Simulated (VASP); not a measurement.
# TePb (Fm-3m) in VASP: further runs

TePb is run at these levels: PBE, PBE+D3(BJ); tasks: electric field gradients.

Program: VASP 6.6.1. These are calculated values, not measurements. Logs are shortened: lines on timing, memory, paths and dates and some standing lists are left out, and cuts for length are marked.

**Measured values to compare with.**

From a printed reference work, monograph, for a bulk crystal of TePb at 4.2 K: band gap 0.19 eV (direct).

The results are compared with them further down.

## Step 1: The cell of the first run

Symmetry: Fm-3m, No. 225, cubic system. Conventional cell: a = 6.454 Å, b = 6.454 Å, c = 6.454 Å, α = 90.00°, β = 90.00°, γ = 90.00°. Within 4.2 Å of Te (site symmetry m-3m) lie 6 Pb at 3.23 Å. Within 4.2 Å of Pb (site symmetry m-3m) lie 6 Te at 3.23 Å.

## Step 2: Electric field gradients, PBE

Contents of INCAR:

```
ALGO = Normal
EDIFF = 1E-8
ENCUT = 520
GGA = PE
ISIF = 2
ISMEAR = -1
LASPH = True
LCHARG = False
LEFG = True
LREAL = False
LWAVE = False
NBANDS = 17
NELM = 60
PREC = Accurate
SIGMA = 0.03
```

Contents of KPOINTS:

```
k-points
0
Gamma
  10 10 10
```

Contents of POSCAR:

```
TePb
1.0
    0.0000000000      3.2270000000      3.2270000000
    3.2270000000      0.0000000000      3.2270000000
    3.2270000000      3.2270000000      0.0000000000
Te Pb
1 1
Direct
    0.5000000000      0.5000000000      0.5000000000
    0.0000000000      0.0000000000      0.0000000000
```

Potentials or basis: VASP PAW PBE potentials, release 64 (Te, Pb_d).

Launch:

```
$ cat potpaw_PBE.64/Te/POTCAR potpaw_PBE.64/Pb_d/POTCAR > POTCAR
$ mpirun -np 1 vasp_std > vasp.out
```

OUTCAR:

```text
EDIFF = 1E-8
   ENCUT = 520
   GGA = PE
   ISIF = 2
   ISMEAR = -1
   LASPH = True
   LREAL = False
   NELM = 60
   PREC = Accurate

 ion  position               nearest neighbor table
   1  0.500  0.500  0.500-   2 3.23   2 3.23   2 3.23   2 3.23   2 3.23   2 3.23
   2  0.000  0.000  0.000-   1 3.23   1 3.23   1 3.23   1 3.23   1 3.23   1 3.23

  LATTYP: Found a face centered cubic cell.
 ALAT       =     6.4540000000

  Lattice vectors:

 A1 = (   0.0000000000,   3.2270000000,   3.2270000000)
 A2 = (   3.2270000000,   0.0000000000,   3.2270000000)
 A3 = (   3.2270000000,   3.2270000000,   0.0000000000)

Analysis of symmetry for initial positions (statically):
=====================================================================
 Subroutine PRICEL returns:
 Original cell was already a primitive cell.

 Routine SETGRP: Setting up the symmetry group for a
 face centered cubic supercell.

 Subroutine GETGRP returns: Found 48 space group operations
 (whereof 48 operations were pure point group operations)
 out of a pool of 48 trial point group operations.

The static configuration has the point symmetry O_h .

Analysis of symmetry for dynamics (positions and initial velocities):
=====================================================================
 Subroutine PRICEL returns:
 Original cell was already a primitive cell.

 Routine SETGRP: Setting up the symmetry group for a
 face centered cubic supercell.

 Subroutine GETGRP returns: Found 48 space group operations
 (whereof 48 operations were pure point group operations)
 out of a pool of 48 trial point group operations.

The dynamic configuration has the point symmetry O_h .

 Subroutine INISYM returns: Found 48 space group operations
 (whereof 48 operations are pure point group operations),
 and found     1 'primitive' translations

----------------------------------------------------------------------------------------

                                     Primitive cell

  volume of cell :      67.2089

  direct lattice vectors                    reciprocal lattice vectors
     0.000000000  3.227000000  3.227000000    -0.154942671  0.154942671  0.154942671
     3.227000000  0.000000000  3.227000000     0.154942671 -0.154942671  0.154942671
     3.227000000  3.227000000  0.000000000     0.154942671  0.154942671 -0.154942671

  length of vectors
     4.563667166  4.563667166  4.563667166     0.268368579  0.268368579  0.268368579

  position of ions in fractional coordinates (direct lattice)
     0.500000000  0.500000000  0.500000000
     0.000000000  0.000000000  0.000000000

  ion indices of the primitive-cell ions
   primitive index   ion index
                 1           1
                 2           2

----------------------------------------------------------------------------------------

 KPOINTS: k-points

Automatic generation of k-mesh.
 Grid dimensions read from file:
 generate k-points for:   10   10   10

 Generating k-lattice:

  Cartesian coordinates                     Fractional coordinates (reciprocal lattice)
    -0.015494267  0.015494267  0.015494267     0.100000000  0.000000000  0.000000000
     0.015494267 -0.015494267  0.015494267     0.000000000  0.100000000  0.000000000
     0.015494267  0.015494267 -0.015494267     0.000000000  0.000000000  0.100000000

  Length of vectors
     0.026836858  0.026836858  0.026836858

  Shift w.r.t. Gamma in fractional coordinates (k-lattice)
     0.000000000  0.000000000  0.000000000

 Subroutine IBZKPT returns following result:
 ===========================================

 Found     47 irreducible k-points:

 Following reciprocal coordinates:
            Coordinates               Weight
  0.000000  0.000000  0.000000      1.000000
  0.100000  0.000000  0.000000      8.000000
  0.200000  0.000000  0.000000      8.000000
  0.300000  0.000000  0.000000      8.000000
  0.400000  0.000000  0.000000      8.000000
  0.500000  0.000000  0.000000      4.000000
[... 16 lines left out ...]
  0.300000  0.300000  0.000000      6.000000
  0.400000  0.300000  0.000000     24.000000
 [... further k-points ...]
   k-points           NKPTS =     47   k-points in BZ     NKDIM =     47   number of bands    NBANDS=     17
   number of dos      NEDOS =    301   number of ions     NIONS =      2
   total plane-waves  NPLWV =  46656
   dimension x,y,z NGX =    36 NGY =   36 NGZ =   36
   dimension x,y,z NGXF=    72 NGYF=   72 NGZF=   72
   ions per type =               1   1
   NGX,Y,Z   is equivalent  to a cutoff of  13.11, 13.11, 13.11 a.u.
   NGXF,Y,Z  is equivalent  to a cutoff of  26.23, 26.23, 26.23 a.u.
 SYSTEM =  unknown system
   PREC   = accura    normal or accurate (medium, high low for compatibility)
   ISTART =      0    job   : 0-new  1-cont  2-samecut
   ICHARG =      2    charge: 1-file 2-atom 10-const
   ISPIN  =      1    spin polarized calculation?
   LNONCOLLINEAR =      F non collinear calculations
   LSORBIT =      F    spin-orbit coupling
   LASPH  =      T    aspherical Exc in radial PAW
   ENCUT  =  520.0 eV  38.22 Ry    6.18 a.u.   8.49  8.49  8.49*2*pi/ulx,y,z
   NELM   =     60;   NELMIN=  2; NELMDL= -5     # of ELM steps
   EDIFF  = 0.1E-07   stopping-criterion for ELM
   LREAL  =      F    real-space projection
   EDIFFG = 0.1E-06   stopping-criterion for IOM
   NSW    =      0    number of steps for IOM
   IBRION =     -1    ionic relax: 0-MD 1-quasi-New 2-CG
   NFREE  =      0    steps in history (QN), initial steepest desc. (CG)
   ISIF   =      2    stress and relaxation
   ISYM   =      2    0-nonsym 1-usesym 2-fastsym
   POTIM  = 0.5000    time-step for ionic-motion
   TEBEG  =    0.0;   TEEND  =   0.0 temperature during run
   PSTRESS=    0.0 pullay stress
   NELECT =      20.0000    total number of electrons
   NUPDOWN=      -1.0000    fix difference up-down
   EMIN   =  10.00;   EMAX   =-10.00  energy-range for DOS
   EFERMI =   0.00;   METHOD = LEGACY
   ISMEAR =    -1;   SIGMA  =   0.03  broadening in eV -4-tet -1-fermi 0-gaus
   EFERMI_NEDOS =   21; number of points for ismear=-14 and -15
   IALGO  =     38    algorithm
   IMIX   =      4    mixing-type and parameters
     AMIX     =   0.40;   BMIX     =  1.00
     AMIX_MAG =   1.60;   BMIX_MAG =  1.00
  volume/ion in A,a.u.               =      33.60       226.77
  Fermi-wavevector in a.u.,A,eV,Ry     =   1.092972  2.065418 16.253366  1.194589
  Thomas-Fermi vector in A             =   2.229249
   LORBIT       =      0    0 simple, 1 ext, 2 COOP (PROOUT), +10 PAW based schemes
   GGA     = PE    functional components
   LHFCALC =     F    Hartree Fock is set to
   AEXX    =    0.0000 exact exchange contribution
   IVDW    =     0    specifies the selected vdW correction
   LEPSILON=     F    determine dielectric tensor
   LRPA    =     F    only Hartree local field effects (RPA)
 non-spin polarized calculation
  energy-cutoff  :      520.00
  volume of cell :       67.21
 maximum number of plane-waves:      1837
 NGX is ok and might be reduce to    36
   NGX = 17   NGY = 17   NGZ = 17

 number of electron      20.0000002 magnetization

 Free energy of the ion-electron system (eV)
  ---------------------------------------------------
  ext. energy  EPLUGINS =         0.00000000
  ---------------------------------------------------
  free energy    TOTEN  =        -7.49796616 eV

  energy without entropy =       -7.49796612  energy(sigma->0) =       -7.49796614

 E-fermi :   6.0393     XC(G=0):  -9.3168

 val. band max:        5.6751320433   @ k =   0.5000   0.0000   0.0000
 cond. band min:       6.4024910074   @ k =   0.5000   0.0000   0.0000
 fundamental gap:      0.7273589641
 Fermi energy:         6.0393482563

 k-point     1 :       0.0000    0.0000    0.0000
  band No.  band energies     occupation
      1     -11.0543      2.00000
      2     -11.0543      2.00000
      3     -11.0449      2.00000
      4     -11.0449      2.00000
      5     -11.0449      2.00000
      6      -6.3767      2.00000
[... 9 lines left out ...]
     16      11.4604      0.00000
     17      13.0253      0.00000
[... 441 lines left out ...]
 k-point    24 :       0.4000    0.3000    0.0000
  band No.  band energies     occupation
      1     -11.0988      2.00000
      2     -11.0513      2.00000
      3     -11.0475      2.00000
      4     -11.0251      2.00000
      5     -11.0241      2.00000
      6      -5.1119      2.00000
[... 9 lines left out ...]
     16      15.3295      0.00000
     17      15.8375      0.00000

 [... further k-points ...]

------------------------ aborting loop because EDIFF is reached ----------------------------------------

  FORCE on cell =-STRESS in cart. coord.  units (eV):
  Direction    XX          YY          ZZ          XY          YZ          ZX
  --------------------------------------------------------------------------------------
  -------------------------------------------------------------------------------------
  Total        0.9509930      0.9509930      0.9509930      0.0000000     -0.0000000     -0.0000000
  in kB       22.6704953     22.6704953     22.6704953      0.0000000     -0.0000000     -0.0000000
  external PRESSURE =      22.6704953 kB  Pullay stress =       0.0000000 kB

 VOLUME and BASIS-vectors are now :
 -----------------------------------------------------------------------------
  energy-cutoff  :      520.00
  volume of cell :       67.21
      direct lattice vectors                 reciprocal lattice vectors
     0.000000000  3.227000000  3.227000000    -0.154942671  0.154942671  0.154942671
     3.227000000  0.000000000  3.227000000     0.154942671 -0.154942671  0.154942671
     3.227000000  3.227000000  0.000000000     0.154942671  0.154942671 -0.154942671

 POSITION                                       TOTAL-FORCE (eV/Angst)
 -----------------------------------------------------------------------------------
      3.22700      3.22700      3.22700         0.000000      0.000000      0.000000
      0.00000      0.00000      0.00000        -0.000000     -0.000000     -0.000000
 -----------------------------------------------------------------------------------
    total drift:                               -0.000000      0.000000      0.000000

  FREE ENERGIE OF THE ION-ELECTRON SYSTEM (eV)
  ---------------------------------------------------
  free  energy   TOTEN  =        -7.4979661585 eV

  energy  without entropy=       -7.4979661233  energy(sigma->0) =       -7.49796614

 Electric field gradients (V/A^2)
---------------------------------------------------------------------
 ion       V_xx      V_yy      V_zz      V_xy      V_xz      V_yz
---------------------------------------------------------------------
   1       0.000     0.000    -0.000    -0.000    -0.000    -0.000
   2      -0.000    -0.000     0.000     0.000     0.000     0.000
---------------------------------------------------------------------

 Electric field gradients after diagonalization (V/A^2)
 (convention: |V_zz| > |V_xx| > |V_yy|)
----------------------------------------------------------------------
 ion       V_xx      V_yy      V_zz     asymmetry (V_yy - V_xx)/ V_zz
----------------------------------------------------------------------
   1       0.000     0.000    -0.000       0.000
   2      -0.000    -0.000     0.001       0.000
----------------------------------------------------------------------

           NMR quadrupolar parameters

 Cq : quadrupolar parameter    Cq=e*Q*V_zz/h
 eta: asymmetry parameters     (V_yy - V_xx)/ V_zz
 Q  : nuclear electric quadrupole moment in mb (millibarn)
----------------------------------------------------------------------
 ion       Cq(MHz)       eta       Q (mb)
----------------------------------------------------------------------
   1      -0.000       0.000       1.000
   2       0.000       0.000       1.000
----------------------------------------------------------------------
```

Wall time 42 s (1 thread of Intel Xeon Platinum 8488C (Sapphire Rapids), shared host); peak memory 0.23 GiB.

Results:

- Free energy: -7.4980 eV
- Pressure: 2.3 GPa
- Band gap on the k mesh: 0.73 eV, direct

Caveat: without QUAD_EFG the Cq values of the log hold for a quadrupole moment of 1 mb, not for the nuclei; spin-orbit coupling is left out, which moves the levels of the heavy elements.

## Step 3: Electric field gradients, PBE

Contents of INCAR:

```
SYSTEM = TePb
PREC = Accurate ; ENCUT = 520
EDIFF = 1E-8 ; ISMEAR = -1
SIGMA = 0.03 ; LREAL = .FALSE.
LASPH = .TRUE. ; NELM = 60
ALGO = Normal ; ISIF = 2
LWAVE = .FALSE. ; LCHARG = .FALSE.
GGA = PE ; LEFG = .TRUE.
NBANDS = 17
```

Contents of KPOINTS:

```
regular mesh
0
G
  10 10 10
  0 0 0
```

POSCAR is that of step 2.

Potentials or basis: VASP PAW PBE potentials, release 64 (Te, Pb_d).

Launch:

```
$ cat potpaw_PBE.64/Te/POTCAR potpaw_PBE.64/Pb_d/POTCAR > POTCAR
$ mpirun -np 1 vasp_std > vasp.out
```

OUTCAR:

```text
SYSTEM = TePb
   PREC = Accurate
   ENCUT = 520
   EDIFF = 1E-8
   ISMEAR = -1
   LREAL = .FALSE.
   LASPH = .TRUE.
   NELM = 60
   ISIF = 2
   GGA = PE

 ion  position               nearest neighbor table
   1  0.500  0.500  0.500-   2 3.23   2 3.23   2 3.23   2 3.23   2 3.23   2 3.23
   2  0.000  0.000  0.000-   1 3.23   1 3.23   1 3.23   1 3.23   1 3.23   1 3.23

  LATTYP: Found a face centered cubic cell.
 ALAT       =     6.4540000000

  Lattice vectors:

 A1 = (   0.0000000000,   3.2270000000,   3.2270000000)
 A2 = (   3.2270000000,   0.0000000000,   3.2270000000)
 A3 = (   3.2270000000,   3.2270000000,   0.0000000000)

Analysis of symmetry for initial positions (statically):
=====================================================================
 Subroutine PRICEL returns:
 Original cell was already a primitive cell.

 Routine SETGRP: Setting up the symmetry group for a
 face centered cubic supercell.

[... 669 lines left out ...]
      direct lattice vectors                 reciprocal lattice vectors
     0.000000000  3.227000000  3.227000000    -0.154942671  0.154942671  0.154942671
     3.227000000  0.000000000  3.227000000     0.154942671 -0.154942671  0.154942671
     3.227000000  3.227000000  0.000000000     0.154942671  0.154942671 -0.154942671

 POSITION                                       TOTAL-FORCE (eV/Angst)
 -----------------------------------------------------------------------------------
      3.22700      3.22700      3.22700         0.000000      0.000000      0.000000
      0.00000      0.00000      0.00000        -0.000000     -0.000000     -0.000000
 -----------------------------------------------------------------------------------
    total drift:                               -0.000000      0.000000      0.000000

  FREE ENERGIE OF THE ION-ELECTRON SYSTEM (eV)
  ---------------------------------------------------
  free  energy   TOTEN  =        -7.4979661585 eV

  energy  without entropy=       -7.4979661233  energy(sigma->0) =       -7.49796614

 Electric field gradients (V/A^2)
---------------------------------------------------------------------
 ion       V_xx      V_yy      V_zz      V_xy      V_xz      V_yz
---------------------------------------------------------------------
   1       0.000     0.000    -0.000    -0.000    -0.000    -0.000
   2      -0.000    -0.000     0.000     0.000     0.000     0.000
---------------------------------------------------------------------

 Electric field gradients after diagonalization (V/A^2)
 (convention: |V_zz| > |V_xx| > |V_yy|)
----------------------------------------------------------------------
 ion       V_xx      V_yy      V_zz     asymmetry (V_yy - V_xx)/ V_zz
----------------------------------------------------------------------
   1       0.000     0.000    -0.000       0.000
   2      -0.000    -0.000     0.001       0.000
----------------------------------------------------------------------

           NMR quadrupolar parameters

 Cq : quadrupolar parameter    Cq=e*Q*V_zz/h
 eta: asymmetry parameters     (V_yy - V_xx)/ V_zz
 Q  : nuclear electric quadrupole moment in mb (millibarn)
----------------------------------------------------------------------
 ion       Cq(MHz)       eta       Q (mb)
----------------------------------------------------------------------
   1      -0.000       0.000       1.000
   2       0.000       0.000       1.000
----------------------------------------------------------------------
```

OSZICAR:

```text
N       E                     dE             d eps       ncg     rms          rms(c)
DAV:   1     0.153851381260E+03    0.15385E+03   -0.90732E+03  1598   0.114E+03
DAV:   2     0.258436938106E+01   -0.15127E+03   -0.14680E+03  1692   0.296E+02
DAV:   3    -0.734166579491E+01   -0.99260E+01   -0.98728E+01  2088   0.832E+01
DAV:   4    -0.760615668269E+01   -0.26449E+00   -0.26435E+00  1970   0.151E+01
DAV:   5    -0.761751314692E+01   -0.11356E-01   -0.11356E-01  2327   0.285E+00    0.335E+00
DAV:   6    -0.749936964824E+01    0.11814E+00   -0.25774E-01  2274   0.357E+00    0.207E+00
DAV:   7    -0.749618301396E+01    0.31866E-02   -0.83027E-02  2013   0.140E+00    0.918E-01
DAV:   8    -0.749802906021E+01   -0.18460E-02   -0.96614E-03  1973   0.991E-01    0.148E-01
DAV:   9    -0.749792505826E+01    0.10400E-03   -0.12112E-03  2404   0.375E-01    0.655E-02
DAV:  10    -0.749796058903E+01   -0.35531E-04   -0.15391E-04  1868   0.940E-02    0.195E-02
DAV:  11    -0.749796679298E+01   -0.62040E-05   -0.35996E-05  2153   0.479E-02    0.168E-02
DAV:  12    -0.749796664442E+01    0.14856E-06   -0.20156E-06  1817   0.927E-03    0.116E-02
DAV:  13    -0.749796600562E+01    0.63880E-06   -0.87638E-07  2013   0.697E-03    0.343E-03
DAV:  14    -0.749796609326E+01   -0.87643E-07   -0.33449E-07  2351   0.450E-03    0.126E-03
DAV:  15    -0.749796612666E+01   -0.33400E-07   -0.23174E-08  1770   0.103E-03    0.767E-04
DAV:  16    -0.749796616243E+01   -0.35770E-07   -0.40705E-09  1021   0.454E-04    0.197E-04
DAV:  17    -0.749796615845E+01    0.39752E-08   -0.60782E-10   915   0.265E-04
   1 F= -.74979662E+01 E0= -.74979661E+01  d E =-.351119E-07
```

stdout:

```text
POSCAR found type information on POSCAR TePb
 POSCAR found :  2 types and       2 ions
 scaLAPACK will be used
 LDA part: xc-table for (Slater+PW92), standard interpolation
 POSCAR, INCAR and KPOINTS ok, starting setup
 FFT: planning ... GRIDC
 FFT: planning ... GRID_SOFT
 FFT: planning ... GRID
 WAVECAR not read
 entering main loop
ion   1

ion   2
```

Wall time 42 s (1 thread of Intel Xeon Platinum 8488C (Sapphire Rapids), shared host); peak memory 0.23 GiB.

Results:

* Free energy: -7.4980 eV
* Pressure: 2.3 GPa
* Band gap on the k mesh: 0.73 eV, direct

Caveat: without QUAD_EFG the Cq values of the log hold for a quadrupole moment of 1 mb, not for the nuclei; spin-orbit coupling is left out, which moves the levels of the heavy elements.

(Continued in part 2 of 2.)
